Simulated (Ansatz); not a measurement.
## La2O3 in Ansatz: the effect of functional

Crystal: La2O3.

```
CELL_PARAMETERS angstrom
6.37027 0.00000 0.00000
-3.18514 5.51682 0.00000
0.00000 0.00000 3.28989
ATOMIC_POSITIONS crystal
La 0.66667 0.33333 0.49810
La 0.33333 0.66667 0.50190
O 0.50461 0.00000 0.00000
O 0.00000 0.50461 0.00000
O 0.49539 0.49539 0.00000
```

The cell comes from a database or a generator and needn't be the stable form of this composition.

Alike in all runs:

| Property | Result |
| --- | --- |
| Program | Ansatz 0.2.0 |
| Task | band structure |
| Potentials or basis | Ansatz PAW |
| Cutoff | 420 eV (not typed: the program's choice for these potentials) |
| k mesh | 5 × 5 × 8 |
| Occupations | fermi-dirac, width 0.05 eV |
| Spin | no spin polarisation |

```csv
functional,gap on the mesh (eV),pressure (GPa),largest force (eV/Å)
LDA,?,?,?
PBE,1.63,-0.1,0.04
PBEsol,1.56,-3.1,0.04
```

Q: What does the run with functional LDA give?

A: gap on the mesh 1.50 eV; pressure -5.2 GPa; largest force 0.05 eV/Å.

Caveats: spin-orbit coupling is left out, which moves the levels of the heavy elements; the PAW data sets come from PBE, with cores solved anew for the run's functional, which leaves a small shift of forces and pressure (some runs).

